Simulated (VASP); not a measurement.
Mo: single point with PBE

Crystal: Mo.

```
CELL_PARAMETERS angstrom
3.16178 0.00000 0.00000
0.00000 3.16178 0.00000
1.58089 -1.58089 1.58089
ATOMIC_POSITIONS crystal
Mo 0.00000 0.00000 0.00000
```

```json
{
 "Program": "VASP 6.6.1",
 "Task": "single point",
 "Functional": "PBE",
 "Potentials or basis": "VASP PAW PBE potentials, release 64 (Mo_sv)",
 "Cutoff": "520 eV",
 "k mesh": "12 × 12 × 34",
 "Occupations": "methfessel-paxton, width 0.1 eV",
 "Spin": "no spin polarisation"
}
```

```json
{
 "Pressure": "0.3 GPa",
 "Band gap on the k mesh": "none (metal or under the smearing width)"
}
```

Levels at points of the mesh, in eV from the Fermi level:
| k point | band 3 | band 4 | band 5 | band 6 | band 7 | band 8 | band 9 | band 10 | band 11 |
| --- | --- | --- | --- | --- | --- | --- | --- | --- | --- |
| (0.00, 0.00, 0.00) | -34.62 | -34.62 | -7.24 | -1.39 | -1.39 | -1.39 | 1.60 | 1.60 | 14.77 |
| (0.50, 0.00, 0.00) | -35.05 | -34.63 | -5.30 | -3.39 | 1.54 | 1.62 | 2.24 | 4.62 | 11.43 |
| (0.00, 0.00, 0.50) | -35.55 | -35.55 | -5.40 | -5.40 | 3.87 | 3.87 | 3.87 | 8.94 | 8.94 |

Core levels (eV, on the scale of the bands):
```
atom                                                                levels
1 Mo  1s -19803.6, 2s -2783.8, 2p -2486.8, 3s -461.0, 3p -363.7, 3d -205.5
```

It took 81 s on 1 thread of Intel(R) Xeon(R) Platinum 8259CL CPU @ 2.50GHz (Skylake/Cascade Lake), with other jobs on the host, peak memory 0.3 GiB.
